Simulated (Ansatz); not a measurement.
A run of Ansatz 0.2.0:

File input.yaml:

```yaml
crystal:
  lattice:
    - [0.0, 2.0859016414, 2.0859016414]
    - [2.0859016414, 0.0, 2.0859016414]
    - [2.0859016414, 2.0859016414, 0.0]
  atoms:
    - { symbol: Ni, position: [0.0, 0.0, 0.0], spin: 1.0 }
    - { symbol: O, position: [0.5, 0.5, 0.5] }
hamiltonian:
  xc: revpbe
  pseudopotentials: { kind: paw }
  dispersion: d4
magnetization:
  spin_polarized: true
kpoints:
  mp_grid: { grid: [11, 11, 11] }
scf:
  occupations: { method: fermi_dirac, width: 0.05 }
output:
  forces: true
  stress: true
relax:
  f_tol: 0.01
  max_steps: 40
  cell: { stress_tol: 0.05 }
```

Potentials or basis: Ansatz PAW.

Launch:

```bash
$ ansatz run input.yaml --threads 2 --pin off --max-ram 5632MiB --backend cpu --events-out ev --progress --plain --runs-dir out
```

Hardware: 2 threads of Arm Neoverse V1, on a shared host.

Q: Estimate the wall time of this run.

A: It took 12 s on 2 threads of Arm Neoverse V1 (shared host), peak memory 0.3 GiB. Counts: scf iterations 58, plane waves 339, k points 56, bands 17, ion steps 6.
